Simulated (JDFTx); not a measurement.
## FeO (Wuestite) under changes of volume

One of the cells (10.013 Å³/atom); the others are scaled copies at fixed shape and fractional positions:

```
Fe O
1.0
     0.00000    2.15540    2.15540
     2.15540    0.00000    2.15540
     2.15540    2.15540    0.00000
Fe O
1 1
Direct
  0.00000 0.00000 0.00000
  0.50000 0.50000 0.50000
```

| Quantity | Value |
| --- | --- |
| Program | JDFTx 1.7.0 (patched build) |
| Functional | PBEsol |
| Potentials or basis | PseudoDojo-SR-PBEsol-0.4.1-standard with smoothed tails |
| Cutoff | 1225 eV |
| Density cutoff | 9796 eV |
| k mesh | 11 × 11 × 11 |
| Occupations | fermi-dirac, width 0.05 eV |
| Spin | collinear spin, ferromagnetic start |
| Starting moments | [3.0, 0.0] μB |

```tsv
volume (Å³/atom)	energy over the lowest point (meV/atom)	pressure (GPa)
9.413	0.64	2.8
9.613	0.00	-1.7
9.813	4.63	-5.7
10.013	13.95	-9.2
10.214	27.43	-12.4
10.414	44.67	-15.2
10.614	?	?
```

Problem. What does the run at 10.614 Å³/atom give?

Solution. Energy over the lowest point 65.23 meV/atom; pressure -17.7 GPa.

Worked out: A Birch-Murnaghan fit of order 3 (a polynomial in V^(-2/3)) to the other rows has its minimum at 9.53 Å³/atom with B0 = V·E''(V) = 209 GPa and B' = 4.5. It gives 65.18 meV/atom at 10.614 Å³/atom, against the run's 65.23, and -dE/dV = -17.7 GPa, against -17.7.

Energies are extrapolated to zero smearing.

Caveats: a cell with one magnetic atom can't hold antiferromagnetic order, which such compounds often take.
